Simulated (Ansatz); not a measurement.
# Ge (I4/mmm) in Ansatz: convergence with k mesh

Aim: find how far k mesh must go before the results for Ge settle, at PBEsol. This setting moves, with any that are tied to it; all else stays.

All numbers are computed with Ansatz 0.2.0; they aren't measurements. Logs are shortened: lines on timing, memory, paths and dates and some standing lists are left out, and cuts for length are marked.

### Step 1. Starting point

The structure is tetragonal, space group I4/mmm (No. 139). The conventional cell has a = 3.217 Å, b = 3.217 Å, c = 3.746 Å, α = 90.00°, β = 90.00°, γ = 90.00°. Ge (site symmetry 4/mmm) has 12 Ge at 2.95 to 3.22 Å as nearest neighbours.

The cell was built by a generator and needn't be a form met in nature.

### Step 2. With k mesh 4 × 4 × 4

File input.yaml:

```yaml
crystal:
  lattice:
    - [-1.60842, 1.60842, 1.87318]
    - [1.60842, -1.60842, 1.87318]
    - [1.60842, 1.60842, -1.87318]
  atoms:
    - { symbol: Ge, position: [0.5, 0.5, 0.0] }
hamiltonian:
  xc: pbesol
  pseudopotentials: { kind: paw }
kpoints:
  mp_grid: { grid: [4, 4, 4] }
scf:
  occupations: { method: methfessel_paxton, width: 0.1 }
output:
  forces: true
  stress: true
  eigenvalues: true
```

Potentials or basis: Ansatz PAW.

On the command line:

```sh
ansatz run input.yaml --threads 2 --pin off --max-ram 5632MiB --backend cpu --events-out ev --progress --plain --runs-dir out
```

Wall time 0.36 s (2 threads of Arm Neoverse V1, shared host); peak memory 0.24 GiB.

Results:

* Free energy: -4253.0687 eV
* Pressure: -4.4 GPa
* Band gap on the k mesh: none (metal or under the smearing width)

### Step 3. With k mesh 6 × 6 × 6

input.yaml, as its differences from that of step 2:

```diff
@@ -11,3 +11,3 @@
 kpoints:
-  mp_grid: { grid: [4, 4, 4] }
+  mp_grid: { grid: [6, 6, 6] }
 scf:
```

Potentials or basis: Ansatz PAW.

On the command line:

```sh
ansatz run input.yaml --threads 2 --pin off --max-ram 5632MiB --backend cpu --events-out ev --progress --plain --runs-dir out
```

Run time: 0.42 s. Hardware: 2 threads of Arm Neoverse V1, shared host; peak memory 0.25 GiB.

Results:

```yaml
Free_energy: -4253.1800 eV
Pressure: -2.9 GPa
Band_gap_on_the_k_mesh: none (metal or under the smearing width)
```

### Step 4. With k mesh 7 × 7 × 7

input.yaml, as its differences from that of step 3:

```diff
@@ -11,3 +11,3 @@
 kpoints:
-  mp_grid: { grid: [6, 6, 6] }
+  mp_grid: { grid: [7, 7, 7] }
 scf:
```

On the command line:

```sh
ansatz run input.yaml --threads 2 --pin off --max-ram 5632MiB --backend cpu --events-out ev --progress --plain --runs-dir out
```

It took 0.53 s on 2 threads of Arm Neoverse V1, shared host; peak memory 0.25 GiB.

What came out:

```
Free energy            : -4253.2290 eV
Pressure               : -2.8 GPa
Band gap on the k mesh : none (metal or under the smearing width)
```

### Step 5. With k mesh 8 × 8 × 8

input.yaml, as its differences from that of step 4:

```diff
@@ -11,3 +11,3 @@
 kpoints:
-  mp_grid: { grid: [7, 7, 7] }
+  mp_grid: { grid: [8, 8, 8] }
 scf:
```

On the command line:

```sh
ansatz run input.yaml --threads 2 --pin off --max-ram 5632MiB --backend cpu --events-out ev --progress --plain --runs-dir out
```

It took 0.58 s on 2 threads of Arm Neoverse V1, shared host; peak memory 0.26 GiB.

What came out:

```yaml
Free_energy: -4253.2430 eV
Pressure: -3.9 GPa
Band_gap_on_the_k_mesh: none (metal or under the smearing width)
```

### Step 6. With k mesh 10 × 10 × 10

input.yaml, as its differences from that of step 5:

```diff
@@ -11,3 +11,3 @@
 kpoints:
-  mp_grid: { grid: [8, 8, 8] }
+  mp_grid: { grid: [10, 10, 10] }
 scf:
```

Potentials or basis: Ansatz PAW.

On the command line:

```sh
ansatz run input.yaml --threads 2 --pin off --max-ram 5632MiB --backend cpu --events-out ev --progress --plain --runs-dir out
```

It took 0.92 s on 2 threads of Arm Neoverse V1, shared host; peak memory 0.27 GiB.

It converged, with:

| Quantity | Value |
| --- | --- |
| Free energy | -4253.2133 eV |
| Pressure | -3.6 GPa |
| Band gap on the k mesh | none (metal or under the smearing width) |

### Step 7. With k mesh 13 × 13 × 13

input.yaml, as its differences from that of step 6:

```diff
@@ -11,3 +11,3 @@
 kpoints:
-  mp_grid: { grid: [10, 10, 10] }
+  mp_grid: { grid: [13, 13, 13] }
 scf:
```

On the command line:

```sh
ansatz run input.yaml --threads 2 --pin off --max-ram 5632MiB --backend cpu --events-out ev --progress --plain --runs-dir out
```

Run time: 1.6 s. Hardware: 2 threads of Arm Neoverse V1, shared host; peak memory 0.31 GiB.

It converged, with:

- Free energy: -4253.2180 eV
- Pressure: -3.6 GPa
- Band gap on the k mesh: none (metal or under the smearing width)

### Step 8. With k mesh 16 × 16 × 16

input.yaml, as its differences from that of step 7:

```diff
@@ -11,3 +11,3 @@
 kpoints:
-  mp_grid: { grid: [13, 13, 13] }
+  mp_grid: { grid: [16, 16, 16] }
 scf:
```

On the command line:

```sh
ansatz run input.yaml --threads 2 --pin off --max-ram 5632MiB --backend cpu --events-out ev --progress --plain --runs-dir out
```

It took 2.6 s on 2 threads of Arm Neoverse V1, shared host; peak memory 0.34 GiB.

It converged, with:

* Free energy: -4253.2153 eV
* Pressure: -3.6 GPa
* Band gap on the k mesh: none (metal or under the smearing width)

### Step 9. With k mesh 19 × 19 × 19

input.yaml, as its differences from that of step 8:

```diff
@@ -11,3 +11,3 @@
 kpoints:
-  mp_grid: { grid: [16, 16, 16] }
+  mp_grid: { grid: [19, 19, 19] }
 scf:
```

Potentials or basis: Ansatz PAW.

On the command line:

```sh
ansatz run input.yaml --threads 2 --pin off --max-ram 5632MiB --backend cpu --events-out ev --progress --plain --runs-dir out
```

Log:

```text
Warning: RAYON_NUM_THREADS=2 ignored (pool sized by the plan → 2); use --threads N
Engine: ansatz 0.2.0, aarch64-unknown-linux-gnu
Pseudopotentials: kind: paw
Pseudopotential: Ge, paw, valence charge 14, recommended cutoff 420 eV (normal), Ge.paw.azcp
Functional definition: PBEsol
  exchange = pbesol_x
  correlation = pbesol_c
Crystal: 1 atoms, lattice volume = 19.384 Å³
Basis set: ecut = 420 eV, 363 PW (Γ), exchange–correlation on 40×40×40 points (8 copies of the dense FFT grid, shifted against one another)
Bands: 11, of which v1, the nominal top of the filled ones, is band 7 counted from 1 (6 counted from 0)
Symmetry: 16 space group operations
Space group: I4/mmm (ITA 139), of the structure as read, at distance tolerance 2.7e-5 Å
k-points: 550 of 6859
Non-local potential: Ge, projectors of the file, l = 0: 2, l = 1: 2, l = 2: 3, l = 3: 1
PAW form: soft (Blöchl's): semilocal exchange-correlation on the pseudo side does not see the compensation charge
PAW frozen core: Ge, regenerated for the run's functional, and the local potential with it (the file was generated under x = pbe(κ = 0.804, μ = 0.2195149727645171), c = pbe(β = 0.06672455060314922))
PAW one-centre angular grid: Ge, 590 points (default); XC on 64 Gauss nodes
Initial density: superposition of atomic densities (neutral atoms: chi_scale 0, normalization atom), corrected by the library's trained network
Initial wavefunctions: pseudopotential atomic-orbital guess
Functional: x = pbesol(κ = 0.804, μ = 0.12345679012345678), c = pbesol(β = 0.046)
SCF iter   1: F=—  HF=-4253.217625 eV  |F-HF|=—  |Δ(HF+E_count)|=         —  Δρ=1.72e-3  dr2=3.31e-4  ethr=1.77e-3  ⟨swp⟩=5.0  Hψ=33908  notcnv=0
preconditioner: auto → none  [metal: Δε(μ)=0.039 eV  Ē_g=26.822 eV  σ=0.100 eV  W_gap=0.31  n_scr=8 (ndim 8)  ℏωp=31.6 eV  f_vac=0.000  D(μ)=0.32/eV (n_scr^D=0)  sad-step TF]
SCF iter   2: F=—  HF=-4253.217223 eV  |F-HF|=—  |Δ(HF+E_count)|=   4.02e-4  S|Δr|=    0.00e0  Δρ=8.51e-4  dr2=1.07e-4  ethr=2.36e-6  ⟨swp⟩=2.0  Hψ=13814  notcnv=0
SCF iter   3: F=—  HF=-4253.217203 eV  |F-HF|=—  |Δ(HF+E_count)|=   1.95e-5  S|Δr|=    0.00e0  Δρ=2.30e-4  dr2=7.36e-6  ethr=7.63e-7  ⟨swp⟩=2.0  Hψ=8555  notcnv=0
SCF iter   4: F=—  HF=-4253.217201 eV  |F-HF|=—  |Δ(HF+E_count)|=   1.95e-6  S|Δr|=    0.00e0  Δρ=3.12e-5  dr2=8.94e-8  ethr=7.14e-10  ⟨swp⟩=3.7  Hψ=25959  notcnv=0
SCF iter   5: F=-4253.217201 eV  HF=-4253.217201 eV  |F-HF|=9.05e-9  |Δ(HF+E_count)|=   5.08e-8  S|Δr|=    0.00e0  Δρ=7.12e-6  dr2=6.00e-9  ethr=6.38e-10  ⟨swp⟩=5.0  Hψ=27007  notcnv=0
SCF 1 converged in 5 iterations: F = -4253.217201 eV  dr2 = 6.00e-9
SCF converged after 5 iterations
Stability not checked: this state was not tested for a lower state beside it, because cold or Methfessel-Paxton smearing, or corrected tetrahedra, fill the levels in a way that the test cannot read (fill_not_monotonic; see scf.lower_state_search)
Free energy (F): -4253.217201 eV
Harris-Foulkes:  -4253.217201 eV  (|F-HF|=9.05e-9)
Internal energy: -4253.217378 eV  (E = F + TS)
E sigma→0 (E₀):  -4253.217246 eV
Entropy (-TS):   0.000177 eV (0.177 meV/atom)
Fermi energy:    10.584352 eV
--- Per-component energies (eV) ---
  E_band       = -119.842526
  E_kinetic    = 109.914145
  E_local      = -2150.722536  (includes V_loc(G=0)·N_el)
  E_nonlocal   = 416.365497
  E_hartree    = 937.521313
  E_xc         = -74.898059
  E_vxc        = -64.487383  (∫ρ·V_xc dr)
  E_paw        = -1975.148564  (= ΣΔE_a)
  E_vpaw       = -305.950861  (= ΣTr[D̂ρ^β])
  E_aug_tail   = 0.000318  (compensation charges beyond the density's cutoff)
  E_ewald      = -1517.167428
  E_core_change = 0.917936  (= ΣΔE_core)
  E_smearing   = 0.000177  (= −TS)
  E_closure    = 0.000000  (closes the sum)
  Σ components = -4253.217201   (vs F -4253.217201, Δ=0.00e0)
--- Forces (eV/Å), atoms counted from 1 ---
  atom   1  Ge     0.00000000     0.00000000    -0.00000000
  max |Σ_I F_I| component: 3.16e-30 eV/Å
--- Stress (GPa, compression-positive) ---
       -3.649973       0.000000       0.000000
        0.000000      -3.649973       0.000000
        0.000000      -0.000000      -3.122232
  P = ⅓ Tr σ = -3.4741 GPa (-34.741 kbar)
--- Band table (eV; the first three rows and the last of 550) ---
  k-point 0: bands = ["-14.1412", "-14.1412", "-14.1235", "-14.0900", "-14.0514", "-2.3833", "19.1602", "19.4567", "19.4567", "24.3998", "24.3998"]
  k-point 1: bands = ["-14.1422", "-14.1376", "-14.1232", "-14.0892", "-14.0519", "-2.3040", "18.7995", "19.0570", "19.2399", "23.6569", "24.9045"]
  k-point 2: bands = ["-14.1452", "-14.1274", "-14.1226", "-14.0868", "-14.0533", "-2.0660", "17.9868", "17.9889", "18.6928", "22.5620", "24.0616"]
  k-point 549: bands = ["-14.1688", "-14.1455", "-14.0430", "-14.0203", "-14.0197", "6.9824", "8.2128", "11.0207", "11.3786", "15.2245", "16.1744"]
```

Wall time 3.8 s (2 threads of Arm Neoverse V1, shared host); peak memory 0.38 GiB.

What came out:

```yaml
Free_energy: -4253.2172 eV
Pressure: -3.5 GPa
Band_gap_on_the_k_mesh: none (metal or under the smearing width)
```

### Step 10. The series at a glance

```
      k mesh  energy less the tightest run, at zero smearing (meV/atom)  pressure (GPa)  SCF cycles  CPU time (s)  peak memory (GiB)
   4 × 4 × 4                                                     149.60           -4.44           5          0.52               0.24
   6 × 6 × 6                                                      37.23           -2.91           4          0.64               0.25
   7 × 7 × 7                                                     -11.39           -2.84           5          0.85               0.25
   8 × 8 × 8                                                     -25.82           -3.87           4          0.96               0.26
10 × 10 × 10                                                       4.16           -3.58           5           1.6               0.27
13 × 13 × 13                                                      -0.63           -3.59           5           2.9               0.31
16 × 16 × 16                                                       1.89           -3.56           5           4.9               0.34
19 × 19 × 19                                                       0.00           -3.47           5           7.4               0.38
```

Against the tightest run, the pressure stays within 0.1 GPa from 16 × 16 × 16 on. Not settled before the last step: the energy (to 1 meV/atom). Meshes of other sizes hit other points, so gaps and Fermi surfaces needn't settle smoothly. The tightest run that finished is the yardstick and may itself not be fully converged.

Caveats: the PAW data sets come from PBE, with cores solved anew for the run's functional, which leaves a small shift of forces and pressure.
